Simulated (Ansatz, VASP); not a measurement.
Bi in VASP and in Ansatz

```
Bi
1.0
     4.75124    0.00000    0.00000
    -2.37562    4.11470    0.00000
     0.00000    0.00000   11.31751
Bi
2
Direct
  0.33333 0.66667 0.25000
  0.66667 0.33333 0.75000
```

Alike in both runs: task single point; functional PBE; k mesh 12 × 12 × 4; occupations gaussian, width 0.1 eV; no spin polarisation.

|  | VASP | Ansatz |
| --- | --- | --- |
| version | VASP 6.6.1 | Ansatz 0.2.0 |
| potentials or method | VASP PAW PBE potentials, release 64 (Bi_d) | scalar-relativistic, plane waves, PAW |
| plane-wave cutoff (eV) | 520 | 420 |
| valence electrons in the cell | 30 | 30 |

|  | VASP | Ansatz | Ansatz less VASP |
| --- | --- | --- | --- |
| gap on the k mesh at the Fermi level (eV) | none | none | - |
| pressure (GPa) | -2.9 | -2.9 | +0.01 |
| largest component of the traceless stress (GPa) | 2.30 | 2.30 | +0.001 |

A gap of «none» marks a metal or a gap that the smearing closes.

Caveats: spin-orbit coupling is left out, which moves the levels of the heavy elements.
